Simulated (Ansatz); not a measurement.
Relaxed (210) slab cut from TiC (space group Fm-3m (No. 225)); the slab's formula is TiC, its outer planes TiC (top) and TiC (bottom):

```yaml
crystal:
  lattice:
    - [4.29337, 0.00000, 0.00000]
    - [-2.14669, 4.80013, 0.00000]
    - [0.00000, 0.00000, 25.56030]
  atoms:
    - { symbol: Ti, position: [0.71320, 0.42646, 0.29771] }
    - { symbol: C, position: [0.21414, 0.42788, 0.29504] }
    - { symbol: Ti, position: [0.39387, 0.78768, 0.33531] }
    - { symbol: C, position: [0.89565, 0.79143, 0.33083] }
    - { symbol: Ti, position: [0.09855, 0.19714, 0.36578] }
    - { symbol: C, position: [0.59957, 0.19907, 0.36519] }
    - { symbol: Ti, position: [0.80060, 0.60102, 0.40805] }
    - { symbol: C, position: [0.30109, 0.60221, 0.40672] }
    - { symbol: Ti, position: [0.50043, 0.00086, 0.44392] }
    - { symbol: C, position: [0.00007, 0.00005, 0.44319] }
    - { symbol: Ti, position: [0.19842, 0.39675, 0.48087] }
    - { symbol: C, position: [0.69964, 0.39930, 0.48082] }
    - { symbol: Ti, position: [0.90158, 0.80325, 0.51913] }
    - { symbol: C, position: [0.40036, 0.80070, 0.51918] }
    - { symbol: Ti, position: [0.59957, 0.19914, 0.55608] }
    - { symbol: C, position: [0.09994, 0.19995, 0.55681] }
    - { symbol: Ti, position: [0.29940, 0.59898, 0.59195] }
    - { symbol: C, position: [0.79891, 0.59779, 0.59328] }
    - { symbol: Ti, position: [0.00145, 0.00286, 0.63422] }
    - { symbol: C, position: [0.50044, 0.00093, 0.63481] }
    - { symbol: Ti, position: [0.70613, 0.41232, 0.66469] }
    - { symbol: C, position: [0.20435, 0.40857, 0.66917] }
    - { symbol: Ti, position: [0.38680, 0.77354, 0.70229] }
    - { symbol: C, position: [0.88586, 0.77212, 0.70496] }
```

Computed with Ansatz, DFT PBEsol, scalar-relativistic, plane waves, PAW. Cutoff 420 eV; k points 9×7×1 on the computed 24-atom cell (Γ-centred); Gaussian smearing, width 0.10 eV; no spin polarisation. The cell repeats along c with a dipole correction in the vacuum.

The potential is the smooth part; its values at the atoms depend on the PAW datasets.

Question: How does the plane-averaged electrostatic potential energy of an electron run along c, counted from the Fermi level?

Answer: (z (Å), V (eV)): (2.56, 4.07), (2.84, 4.07), (3.12, 4.07), (3.41, 4.07), (3.69, 4.07), (3.98, 4.07), (4.26, 4.07), (4.54, 4.06), (4.83, 4.05), (5.11, 4.03), (5.40, 3.99), (5.68, 3.91), (5.96, 3.74), (6.25, 3.38), (6.53, 2.63), (6.82, 0.86), (7.10, -2.46), (7.38, -5.83), (7.67, -7.46), (7.95, -8.15), (8.24, -8.96), (8.52, -9.46), (8.80, -9.74), (9.09, -9.92), (9.37, -9.24), (9.66, -7.78), (9.94, -7.33), (10.22, -8.11), (10.51, -8.75), (10.79, -8.87), (11.08, -9.12), (11.36, -9.11), (11.64, -8.77), (11.93, -8.71), (12.21, -8.91), (12.50, -8.68), (12.78, -8.37), (13.06, -8.68), (13.35, -8.91), (13.63, -8.71), (13.92, -8.77), (14.20, -9.11), (14.48, -9.12), (14.77, -8.87), (15.05, -8.75), (15.34, -8.11), (15.62, -7.33), (15.90, -7.78), (16.19, -9.24), (16.47, -9.92), (16.76, -9.74), (17.04, -9.46), (17.32, -8.96), (17.61, -8.15), (17.89, -7.46), (18.18, -5.83), (18.46, -2.46), (18.74, 0.86), (19.03, 2.63), (19.31, 3.38), (19.60, 3.74), (19.88, 3.91), (20.16, 3.99), (20.45, 4.03), (20.73, 4.05), (21.02, 4.06), (21.30, 4.07), (21.58, 4.07), (21.87, 4.07), (22.15, 4.07), (22.44, 4.07), (22.72, 4.07), (23.00, 4.07)

The vacuum level lies 4.07 eV above the Fermi level.

Cost: 1 run of about 41 core-minutes, on Arm Neoverse V2 (shared hosts).